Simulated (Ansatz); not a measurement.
## An Al vacancy in zincblende AlN, 63 atoms, charge −1

Method: DFT, PBEsol, PAW, plane waves in Ansatz.

Command:

```sh
ansatz run in.yaml --threads 8 --pin off --max-ram 118750MiB --runs-dir r --events-out ev --progress --plain --backend cuda --devices 0, --max-vram 170GiB
```

The input less its lattice and atoms (starting moments on atoms near the defect: 2 μB in all):

```yaml
crystal:
  symmetry: { detect: false }
kpoints:
  mp_grid: { grid: [1, 1, 1], shift: [0.25, 0.25, 0.25] }
hamiltonian:
  xc: pbesol
total_charge: -1
magnetization:
  spin_polarized: true
scf:
  occupations: { method: fermi_dirac, width: 0.01 }
relax:
  f_tol: 0.03
  max_steps: 80
  escape_saddle: false
  adjacent_minimum: "off"
output:
  forces: true
  eigenvalues: true
  populations: true
  charged_corrections: { epsilon: 8.5 }
```

Start:

```
Al N
1.0
     8.75544    0.00000    0.00000
     0.00000    8.75544    0.00000
     0.00000    0.00000    8.75544
Al N
31 32
Direct
  0.99901 0.99797 0.99888
  0.99731 0.99900 0.50096
  0.00237 0.49795 0.99949
  0.99877 0.49929 0.50307
  0.50134 0.99583 0.00163
  0.49832 0.99840 0.49806
  0.49474 0.49938 0.99924
  0.24760 0.24868 0.99757
  0.25090 0.25551 0.50262
  0.25090 0.75098 0.99600
  0.24986 0.75727 0.50127
  0.74768 0.24940 0.99610
  0.75345 0.24802 0.49975
  0.75256 0.74830 0.99804
  0.74669 0.75005 0.50236
  0.25152 0.99653 0.24738
  0.24900 0.99970 0.75028
  0.24785 0.49902 0.24932
  0.25061 0.49796 0.74899
  0.74926 0.99994 0.25028
  0.74851 0.00328 0.75150
  0.74871 0.50100 0.24907
  0.75045 0.50006 0.75182
  0.00068 0.24879 0.24987
  0.00092 0.25201 0.75054
  0.99838 0.75538 0.25053
  0.99637 0.74756 0.75298
  0.50106 0.24788 0.25065
  0.50017 0.25073 0.74948
  0.49888 0.74941 0.24815
  0.49982 0.75052 0.74880
  0.12578 0.12675 0.12108
  0.12844 0.13029 0.62597
  0.12482 0.62634 0.11857
  0.12628 0.62542 0.62321
  0.62381 0.12337 0.12784
  0.62610 0.12645 0.62502
  0.61948 0.62377 0.12100
  0.62476 0.62579 0.62628
  0.37496 0.37410 0.12588
  0.37554 0.37212 0.62510
  0.37633 0.87638 0.12526
  0.37795 0.87750 0.62291
  0.86808 0.37661 0.12823
  0.88050 0.37524 0.62045
  0.87292 0.87319 0.12396
  0.87646 0.87283 0.62191
  0.37509 0.12158 0.37559
  0.37537 0.12321 0.87431
  0.37302 0.61877 0.37776
  0.37351 0.62484 0.87680
  0.87194 0.12130 0.37033
  0.87352 0.12484 0.87841
  0.87534 0.62895 0.37837
  0.87886 0.62383 0.87484
  0.12268 0.37310 0.37498
  0.12343 0.37464 0.87073
  0.12591 0.87573 0.37227
  0.12367 0.87705 0.87562
  0.62379 0.37762 0.37630
  0.62716 0.37346 0.87728
  0.62496 0.87505 0.37570
  0.62490 0.87531 0.87185
```

Steps:

```tsv
step	energy less the first (eV)	largest force component (eV/Å)
start	0.000	1.916
1	-1.193	0.970
2	-1.468	0.626
3	-1.656	0.071
4	-1.658	0.031
5	-1.658	0.021
```

A structure on the way, about -1.47 eV from the start:

```xyz
63
Lattice="8.7554 0.0000 0.0000 0.0000 8.7554 0.0000 0.0000 0.0000 8.7554" Properties=species:S:1:pos:R:3 pbc="T T T"
Al    8.7493    8.7533    8.7549
Al    8.7454    8.7488    4.3722
Al    8.7466    4.3804    8.7542
Al    0.0013    4.3776    4.3701
Al    4.3803    8.7538    0.0022
Al    4.3788    8.7500    4.3776
Al    4.3816    4.3752    8.7537
Al    2.1980    2.1994    8.7536
Al    2.1973    2.1988    4.3746
Al    2.2000    6.5527    8.7472
Al    2.2127    6.5396    4.3681
Al    6.5498    2.2014    8.7525
Al    6.5388    2.2199    4.3780
Al    6.5492    6.5553    8.7500
Al    6.5328    6.5225    4.3962
Al    2.1974    8.7550    2.1938
Al    2.1978    8.7512    6.5496
Al    2.1966    4.3776    2.1968
Al    2.2109    4.3708    6.5387
Al    6.5467    8.7478    2.2014
Al    6.5546    8.7469    6.5506
Al    6.5433    4.3874    2.2191
Al    6.5322    4.4098    6.5155
Al    8.7442    2.2004    2.1948
Al    8.7512    2.1970    6.5529
Al    8.7493    6.5542    2.1955
Al    8.7471    6.5541    6.5515
Al    4.3817    2.2054    2.2128
Al    4.3758    2.2159    6.5371
Al    4.3688    6.5422    2.2180
Al    4.4079    6.5203    6.5201
N     1.0936    1.0964    1.0969
N     1.0782    1.0805    5.4649
N     1.0873    5.4735    1.0834
N     1.0925    5.4726    5.4697
N     5.4686    1.0914    1.0935
N     5.4735    1.0932    5.4696
N     5.4688    5.4744    1.0958
N     5.5653    5.5534    5.5437
N     3.2852    3.2833    1.0937
N     3.1734    3.1776    5.5596
N     3.2825    7.6619    1.0905
N     3.2829    7.6609    5.4692
N     7.6571    3.2890    1.0916
N     7.6686    3.2842    5.4698
N     7.6539    7.6593    1.0965
N     7.6715    7.6711    5.4651
N     3.2831    1.0885    3.2811
N     3.2841    1.0881    7.6669
N     3.1712    5.5691    3.1732
N     3.2856    5.4688    7.6609
N     7.6576    1.0931    3.2828
N     7.6562    1.0984    7.6585
N     7.6717    5.4739    3.2796
N     7.6699    5.4699    7.6725
N     1.0895    3.2795    3.2761
N     1.0834    3.2857    7.6699
N     1.0898    7.6666    3.2803
N     1.0950    7.6578    7.6588
N     5.5647    3.1933    3.1935
N     5.4740    3.2876    7.6587
N     5.4674    7.6612    3.2829
N     5.4654    7.6720    7.6721
```

End:

```
Al N
1.0
     8.75544    0.00000    0.00000
     0.00000    8.75544    0.00000
     0.00000    0.00000    8.75544
Al N
31 32
Cartesian
  8.7516 8.7533 8.7514
  8.7498 8.7520 4.3805
  8.7496 4.3824 8.7500
  8.7496 4.3779 4.3762
  4.3812 8.7519 8.7503
  4.3765 8.7508 4.3763
  4.3763 4.3780 8.7487
  2.1851 2.1864 8.7455
  2.1776 2.1797 4.3611
  2.1877 6.5647 8.7545
  2.1891 6.5654 4.3937
  6.5623 2.1888 8.7551
  6.5650 2.1919 4.3956
  6.5650 6.5672 8.7400
  6.5455 6.5459 4.3951
  2.1851 8.7469 2.1843
  2.1875 0.0011 6.5634
  2.1772 4.3622 2.1785
  2.1902 4.3936 6.5624
  6.5628 0.0018 2.1866
  6.5649 8.7417 6.5656
  6.5646 4.3970 2.1909
  6.5449 4.3974 6.5431
  8.7443 2.1859 2.1842
  0.0009 2.1880 6.5644
  0.0012 6.5658 2.1859
  8.7393 6.5672 6.5657
  4.3609 2.1817 2.1804
  4.3915 2.1937 6.5613
  4.3933 6.5641 2.1914
  4.3975 6.5433 6.5414
  1.0918 1.0933 1.0917
  1.0823 1.0832 5.4720
  1.0829 5.4734 1.0819
  1.0856 5.4783 5.4768
  5.4706 1.0860 1.0841
  5.4761 1.0883 5.4765
  5.4761 5.4779 1.0869
  5.5668 5.5637 5.5601
  3.2764 3.2780 1.0841
  3.1495 3.1531 5.5860
  3.2811 7.6693 1.0854
  3.2799 7.6683 5.4772
  7.6670 3.2827 1.0854
  7.6693 3.2804 5.4786
  7.6608 7.6634 1.0921
  7.6738 7.6764 5.4694
  3.2761 1.0850 3.2760
  3.2811 1.0869 7.6685
  3.1496 5.5900 3.1518
  3.2799 5.4786 7.6658
  7.6672 1.0871 3.2809
  7.6606 1.0941 7.6618
  7.6693 5.4802 3.2787
  7.6735 5.4710 7.6745
  1.0820 3.2767 3.2753
  1.0853 3.2826 7.6697
  1.0851 7.6709 3.2806
  1.0924 7.6627 7.6612
  5.5906 3.1560 3.1548
  5.4770 3.2812 7.6661
  5.4777 7.6688 3.2791
  5.4685 7.6748 7.6735
```

Self-consistency was reached.

Time: 4.2 s of wall time on one NVIDIA GB200 with 8 processor threads, on a host shared with other runs; peak host memory 1.7 GiB.

Task: How much energy did the relaxation gain, and which atom moved most?

Result: 1.66 eV in 5 steps, from a start with small random displacements; atom 50 (N) moved 0.26 Å, the median atom 0.03 Å (drift of the whole cell removed).

The moment started at 2 μB and ended at 2.0 μB; no other spin state is shown. The one k point has no symmetry partners, which can distort the end along one axis.
